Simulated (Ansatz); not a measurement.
The system is HfO2.

```xyz
12
Lattice="5.2195 0.0000 0.0000 0.0000 5.0048 0.0000 0.0000 0.0000 5.0327" Properties=species:S:1:pos:R:3 pbc="T T T"
Hf    5.0472    3.6661    3.7314
Hf    2.7820    3.6661    1.2151
Hf    2.4375    1.3387    3.7314
Hf    0.1723    1.3387    1.2151
O     3.2994    4.6477    4.4251
O     4.5298    4.6477    1.9087
O     1.2211    2.7020    2.4776
O     1.3886    2.7020    4.9939
O     3.9984    2.3028    4.9939
O     3.8308    2.3028    2.4776
O     0.6896    0.3571    4.4251
O     1.9201    0.3571    1.9087
```

Measurements of this composition are mostly on another form, of space group No. 14.

Base run:

```yaml
Program: Ansatz 0.2.0
Functional: revPBE
Potentials_or_basis: Ansatz PAW
Cutoff: "420 eV (not typed: the program's choice for these potentials)"
k_mesh: 5 × 6 × 5
Occupations: fermi-dirac, width 0.05 eV
Spin: no spin polarisation
```

Its results: band gap on the k mesh 4.54 eV, indirect (least direct gap 4.73 eV); pressure 13.5 GPa; largest force 0.132 eV/Å.

The run is repeated on the same cell with these changes: functional from revPBE to PBE; spin from no spin polarisation to spin-orbit coupling, no magnetisation; potential files from those of the base run to others of the same set. What comes out?

Band gap on the k mesh 4.43 eV, indirect (least direct gap 4.68 eV); pressure 9.5 GPa; largest force 0.111 eV/Å.

Several settings changed at once, so the effect can't be laid on one alone.

Caveats: spin-orbit coupling is left out, which moves the levels of the heavy elements (some runs); the PAW data sets come from PBE, with cores solved anew for the run's functional, which leaves a small shift of forces and pressure (some runs).

A k mesh can miss the band edges.
